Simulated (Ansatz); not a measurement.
An input for Ansatz 0.2.0 (C):

run.py

```python
import json

import ase.io
import numpy as np

import ansatz as az

atoms = ase.io.read("C.xyz")

calculation = (
    az.Crystal.from_ase(atoms)
    .calculation()
    .functional("pbe", dispersion="d3bj")
    .pseudopotentials(kind="nc", source="spms")
    .occupations(method="fixed")
    .dielectric(method="finite_field")
    .band_table(publish=True)
)
outcome = calculation.run(threads=2, events_out="events.jsonl")

report = outcome.report
for line in open("events.jsonl"):
    event = json.loads(line)
    if event["event"] == "scf_iter":
        d = event["data"]
        print(f"SCF {d['iter']:3d}  HF = {d['harris_foulkes_ev']:.6f} eV  dr2 = {d['dr2_ev']:.2e} eV")
    elif event["event"] in ("relax_step", "md_step"):
        d = event["data"]
        print(f"{event['event']} {d['step']:3d}  E = {d['lagrangian_ev']:.6f} eV")
np.set_printoptions(precision=5, suppress=True, linewidth=110)
print("converged:", report["converged"], "after", report["n_iterations"], "iterations")
print(f"free energy {report['free_energy_ev']:.6f} eV, Fermi level {report['fermi_energy_ev']:.4f} eV")
for key in ("band_edges_ev", "magnetization_mub", "site_moments_mub", "site_moments_nc_mub", "forces_ev_ang",
                "stress_gpa", "kpoints_frac", "eigenvalues_ev"):
    if report.get(key) is not None:
        print(key, np.array(report[key]), sep="\n")
```

File C.xyz:

```xyz
2
Lattice="0.0000000000 1.7833700000 1.7833700000 1.7833700000 0.0000000000 1.7833700000 1.7833700000 1.7833700000 0.0000000000" Properties=species:S:1:pos:R:3 pbc="T T T"
C      2.6750550000      2.6750550000      2.6750550000
C      1.7833700000      1.7833700000      1.7833700000
```

Potentials or basis: SPMS NC.

Command:

```sh
$ python run.py
```

Q: What does the program do with it?

A: The run stopped without a result. It printed:

Output:

```text
Traceback (most recent call last):
  File "run.py", line 19, in <module>
  [frames inside libraries left out]
ansatz.errors.InputError: no k-points: add .kpoints(mesh), or .kpoints with spacing=, density= or length=, or points= for k-points listed one by one  [kpoints.mp_grid]
```
